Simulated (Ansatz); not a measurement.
Take ZnTe in the zinc blende structure (space group F-43m, No. 216; a = 6.179 Å) as the base.

(Cell as relaxed with PBE.)

Levels (all Ansatz, an electronic-structure program, PAW): PBE (420 eV, without spin-orbit coupling); PBEsol (420 eV, scalar-relativistic without spin-orbit coupling).

Each level relaxes its own structure.

| base | PBE | PBEsol |
|---|---|---|
| volume per atom | 29.49 Å³ | 27.90 Å³ |
| lattice parameter a | 6.179 Å | 6.066 Å |
| band gap | 1.08 eV | 1.24 eV |

One thing is altered: an isotropic linear strain of +0.78 %; the atoms relax in the strained cell.

```csv
quantity,PBE,PBEsol
electron mass,0.072 mₑ (at Γ),…
"valley order (the lowest conduction-band minima on the path, energy above the VBM, named in the base's zone)","Γ 0.97 eV; L along ⟨111⟩ 1.71 eV; a point along ⟨100⟩, about 0.9 Å⁻¹ from Γ 2.31 eV",…
mean gap deformation potential ΔEg/Δln V,-4.5 eV,…
```

Task: Given the PBE results, estimate those of PBEsol.

Result: 
- electron mass, PBEsol: 0.078 mₑ (at Γ)
- valley order (the lowest conduction-band minima on the path, energy above the VBM, named in the base's zone), PBEsol: Γ 1.13 eV; L along ⟨111⟩ 1.70 eV; a point along ⟨100⟩, about 0.9 Å⁻¹ from Γ 2.16 eV
- mean gap deformation potential ΔEg/Δln V, PBEsol: -4.7 eV

Both order the valleys alike. Neither level is exact; PBEsol is the comparison here, not a measurement.

With Te present, leaving out spin-orbit coupling can change the band edges. Masses are band curvatures over ±0.01 Å⁻¹ around the edge. Stability against distortions was not tested.
